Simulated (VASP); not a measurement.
# Al (Fm-3m) in VASP: notebook, part 2 of 2

VASP 6.6.1. Earlier steps stand in the parts before.

### 3 Relaxation of cell and atoms, PBE

This run uses another cell than the first one, of 16.50 Å³/atom, 0.994 times its volume.

File INCAR:

```
PREC = Accurate ; ENCUT = 300
EDIFF = 1E-7 ; ISMEAR = 1
SIGMA = 0.1 ; LREAL = F
LASPH = T ; NELM = 80
ALGO = Normal ; ISIF = 3
LWAVE = F ; LCHARG = F
GGA = PE ; IBRION = 2
NSW = 90 ; EDIFFG = -0.005
```

File KPOINTS:

```
regular mesh
0
Gamma
  8 8 8
```

File POSCAR:

```
Al                                      
1.0
    0.0000000000      2.0206946484      2.0206946484
    2.0206946484     -0.0000000000      2.0206946484
    2.0206946484      2.0206946484     -0.0000000000
  Al            
     1
Direct
     0.0000000000000000    0.0000000000000000    0.0000000000000000
```

Potentials or basis: VASP PAW PBE potentials, release 64 (Al).

Run with:

```
$ cat potpaw_PBE.64/Al/POTCAR > POTCAR
$ mpirun -np 1 vasp_std > vasp.out
```

OUTCAR:

```text
PREC = Accurate
   ENCUT = 300
   EDIFF = 1E-7
   ISMEAR = 1
   LREAL = F
   LASPH = T
   NELM = 80
   ISIF = 3
   GGA = PE
   IBRION = 2
   NSW = 90
   EDIFFG = -0.005

 ion  position               nearest neighbor table
   1  0.000  0.000  0.000-

  LATTYP: Found a face centered cubic cell.
 ALAT       =     4.0413892968

  Lattice vectors:

 A1 = (   0.0000000000,   2.0206946484,   2.0206946484)
 A2 = (   2.0206946484,   0.0000000000,   2.0206946484)
 A3 = (   2.0206946484,   2.0206946484,   0.0000000000)

Analysis of symmetry for initial positions (statically):
=====================================================================
 Subroutine PRICEL returns:
 Original cell was already a primitive cell.

 Routine SETGRP: Setting up the symmetry group for a
 face centered cubic supercell.

 Subroutine GETGRP returns: Found 48 space group operations
 (whereof 48 operations were pure point group operations)
 out of a pool of 48 trial point group operations.

The static configuration has the point symmetry O_h .

Analysis of symmetry for dynamics (positions and initial velocities):
=====================================================================
 Subroutine PRICEL returns:
 Original cell was already a primitive cell.

 Routine SETGRP: Setting up the symmetry group for a
 face centered cubic supercell.

 Subroutine GETGRP returns: Found 48 space group operations
 (whereof 48 operations were pure point group operations)
 out of a pool of 48 trial point group operations.

The dynamic configuration has the point symmetry O_h .

 Subroutine INISYM returns: Found 48 space group operations
 (whereof 48 operations are pure point group operations),
 and found     1 'primitive' translations

----------------------------------------------------------------------------------------

                                     Primitive cell

  volume of cell :      16.5018

  direct lattice vectors                    reciprocal lattice vectors
     0.000000000  2.020694648  2.020694648    -0.247439662  0.247439662  0.247439662
     2.020694648  0.000000000  2.020694648     0.247439662 -0.247439662  0.247439662
     2.020694648  2.020694648  0.000000000     0.247439662  0.247439662 -0.247439662

  length of vectors
     2.857693777  2.857693777  2.857693777     0.428578066  0.428578066  0.428578066

  position of ions in fractional coordinates (direct lattice)
     0.000000000  0.000000000  0.000000000

  ion indices of the primitive-cell ions
   primitive index   ion index
                 1           1

----------------------------------------------------------------------------------------

 KPOINTS: regular mesh

Automatic generation of k-mesh.
 Grid dimensions read from file:
 generate k-points for:    8    8    8

 Generating k-lattice:

  Cartesian coordinates                     Fractional coordinates (reciprocal lattice)
    -0.030929958  0.030929958  0.030929958     0.125000000  0.000000000  0.000000000
     0.030929958 -0.030929958  0.030929958     0.000000000  0.125000000  0.000000000
     0.030929958  0.030929958 -0.030929958     0.000000000  0.000000000  0.125000000

  Length of vectors
     0.053572258  0.053572258  0.053572258

  Shift w.r.t. Gamma in fractional coordinates (k-lattice)
     0.000000000  0.000000000  0.000000000

 Subroutine IBZKPT returns following result:
 ===========================================

 Found     29 irreducible k-points:

 Following reciprocal coordinates:
            Coordinates               Weight
  0.000000  0.000000  0.000000      1.000000
  0.125000  0.000000  0.000000      8.000000
  0.250000  0.000000  0.000000      8.000000
  0.375000  0.000000  0.000000      8.000000
  0.500000  0.000000  0.000000      4.000000
  0.125000  0.125000  0.000000      6.000000
[... 16 lines left out ...]
  0.500000  0.250000  0.125000     48.000000
 -0.375000  0.250000  0.125000     24.000000
 [... further k-points ...]
   k-points           NKPTS =     29   k-points in BZ     NKDIM =     29   number of bands    NBANDS=      5
   number of dos      NEDOS =    301   number of ions     NIONS =      1
   total plane-waves  NPLWV =   4096
   dimension x,y,z NGX =    16 NGY =   16 NGZ =   16
   dimension x,y,z NGXF=    32 NGYF=   32 NGZF=   32
   ions per type =               1
   NGX,Y,Z   is equivalent  to a cutoff of   9.31,  9.31,  9.31 a.u.
   NGXF,Y,Z  is equivalent  to a cutoff of  18.62, 18.62, 18.62 a.u.
 SYSTEM =  unknown system
   PREC   = accura    normal or accurate (medium, high low for compatibility)
   ISTART =      0    job   : 0-new  1-cont  2-samecut
   ICHARG =      2    charge: 1-file 2-atom 10-const
   ISPIN  =      1    spin polarized calculation?
   LNONCOLLINEAR =      F non collinear calculations
   LSORBIT =      F    spin-orbit coupling
   LASPH  =      T    aspherical Exc in radial PAW
   ENCUT  =  300.0 eV  22.05 Ry    4.70 a.u.   4.04  4.04  4.04*2*pi/ulx,y,z
   NELM   =     80;   NELMIN=  2; NELMDL= -5     # of ELM steps
   EDIFF  = 0.1E-06   stopping-criterion for ELM
   LREAL  =      F    real-space projection
   EDIFFG = -.5E-02   stopping-criterion for IOM
   NSW    =     90    number of steps for IOM
   IBRION =      2    ionic relax: 0-MD 1-quasi-New 2-CG
   NFREE  =      1    steps in history (QN), initial steepest desc. (CG)
   ISIF   =      3    stress and relaxation
   ISYM   =      2    0-nonsym 1-usesym 2-fastsym
   POTIM  = 0.5000    time-step for ionic-motion
   TEBEG  =    0.0;   TEEND  =   0.0 temperature during run
   PSTRESS=    0.0 pullay stress
   NELECT =       3.0000    total number of electrons
   NUPDOWN=      -1.0000    fix difference up-down
   EMIN   =  10.00;   EMAX   =-10.00  energy-range for DOS
   EFERMI =   0.00;   METHOD = LEGACY
   ISMEAR =     1;   SIGMA  =   0.10  broadening in eV -4-tet -1-fermi 0-gaus
   EFERMI_NEDOS =   21; number of points for ismear=-14 and -15
   IALGO  =     38    algorithm
   IMIX   =      4    mixing-type and parameters
     AMIX     =   0.40;   BMIX     =  1.00
     AMIX_MAG =   1.60;   BMIX_MAG =  1.00
  volume/ion in A,a.u.               =      16.50       111.36
  Fermi-wavevector in a.u.,A,eV,Ry     =   0.927409  1.752549 11.702196  0.860087
  Thomas-Fermi vector in A             =   2.053475
   LORBIT       =      0    0 simple, 1 ext, 2 COOP (PROOUT), +10 PAW based schemes
   GGA     = PE    functional components
   LHFCALC =     F    Hartree Fock is set to
   AEXX    =    0.0000 exact exchange contribution
   IVDW    =     0    specifies the selected vdW correction
   LEPSILON=     F    determine dielectric tensor
   LRPA    =     F    only Hartree local field effects (RPA)
 conjugate gradient relaxation of ions
 non-spin polarized calculation
 Methfessel and Paxton  Order N= 1 SIGMA  =   0.10
  energy-cutoff  :      300.00
  volume of cell :       16.50
 maximum number of plane-waves:       206
   NGX =  9   NGY =  9   NGZ =  9

 number of electron       3.0000000 magnetization

 Free energy of the ion-electron system (eV)
  ---------------------------------------------------
  ext. energy  EPLUGINS =         0.00000000
  ---------------------------------------------------
  free energy    TOTEN  =        -3.73571841 eV

  energy without entropy =       -3.73461002  energy(sigma->0) =       -3.73534895

 E-fermi :   8.0921     XC(G=0): -10.1947

 val. band max:        7.6788996969   @ k =  -0.2500   0.3750   0.1250
 cond. band min:       8.1394100531   @ k =   0.5000   0.2500   0.1250
 fundamental gap:      0.4605103561
 Fermi energy:         8.0920866306

 k-point     1 :       0.0000    0.0000    0.0000
  band No.  band energies     occupation
      1      -3.1323      2.00000
      2      20.6599      0.00000
      3      20.6599      0.00000
      4      20.6599      0.00000
      5      22.1133      0.00000

 k-point     2 :       0.1250    0.0000    0.0000
  band No.  band energies     occupation
      1      -2.7080      2.00000
      2      16.3327      0.00000
      3      19.6989      0.00000
      4      19.6989      0.00000
      5      22.7315      0.00000

 k-point     3 :       0.2500    0.0000    0.0000
  band No.  band energies     occupation
      1      -1.4427      2.00000
      2      11.4449      0.00000
      3      18.9243      0.00000
      4      18.9243      0.00000
      5      22.3697      0.00000
[... 153 lines left out ...]
 k-point    23 :       0.5000    0.2500    0.1250
  band No.  band energies     occupation
      1       1.7397      2.00000
      2       8.1394      0.28991
      3      12.5853      0.00000
      4      14.6522      0.00000
      5      20.7910      0.00000

 k-point    24 :      -0.3750    0.2500    0.1250
  band No.  band energies     occupation
      1       4.4558      2.00000
      2       4.7171      2.00000
      3      12.9794      0.00000
      4      13.4590      0.00000
      5      21.3134      0.00000

 [... further k-points ...]
[... 5 lines left out ...]
  --------------------------------------------------------------------------------------
  -------------------------------------------------------------------------------------
  Total        0.0000268      0.0000268      0.0000268      0.0000000      0.0000000      0.0000000
  in kB        0.0026032      0.0026032      0.0026032      0.0000000      0.0000000      0.0000000
  external PRESSURE =       0.0026032 kB  Pullay stress =       0.0000000 kB

 VOLUME and BASIS-vectors are now :
 -----------------------------------------------------------------------------
  energy-cutoff  :      300.00
  volume of cell :       16.50
      direct lattice vectors                 reciprocal lattice vectors
     0.000000000  2.020694648  2.020694648    -0.247439662  0.247439662  0.247439662
     2.020694648  0.000000000  2.020694648     0.247439662 -0.247439662  0.247439662
     2.020694648  2.020694648  0.000000000     0.247439662  0.247439662 -0.247439662

 POSITION                                       TOTAL-FORCE (eV/Angst)
 -----------------------------------------------------------------------------------
      0.00000      0.00000      0.00000         0.000000      0.000000      0.000000
 -----------------------------------------------------------------------------------
    total drift:                                0.000000     -0.000000      0.000000

  FREE ENERGIE OF THE ION-ELECTRON SYSTEM (eV)
  ---------------------------------------------------
  free  energy   TOTEN  =        -3.7357184130 eV

  energy  without entropy=       -3.7346100175  energy(sigma->0) =       -3.73534895

 reached required accuracy - stopping structural energy minimisation
```

CONTCAR:

```text
Al
   1.00000000000000
     0.0000000000000000    2.0206946484000001    2.0206946484000001
     2.0206946484000001    0.0000000000000000    2.0206946484000001
     2.0206946484000001    2.0206946484000001    0.0000000000000000
  Al
     1
Direct
     0.0000000000000000    0.0000000000000000    0.0000000000000000

  0.00000000E+00  0.00000000E+00  0.00000000E+00
```

Run time: 1.1 s. Hardware: 1 thread of Intel Xeon 6975P-C (Granite Rapids), shared host; peak memory 0.11 GiB.

What came out:

| Quantity | Value |
| --- | --- |
| Free energy | -3.7357 eV |
| Pressure after relaxing | 0.0 GPa |
| Band gap on the k mesh | none (metal or under the smearing width) |

Final structure:
```xyz
1
Lattice="0.0000 2.0207 2.0207 2.0207 0.0000 2.0207 2.0207 2.0207 0.0000" Properties=species:S:1:pos:R:3 pbc="T T T"
Al    0.0000    0.0000    0.0000
```

Caveat: the relaxation stopped at its first step, so nothing moved.
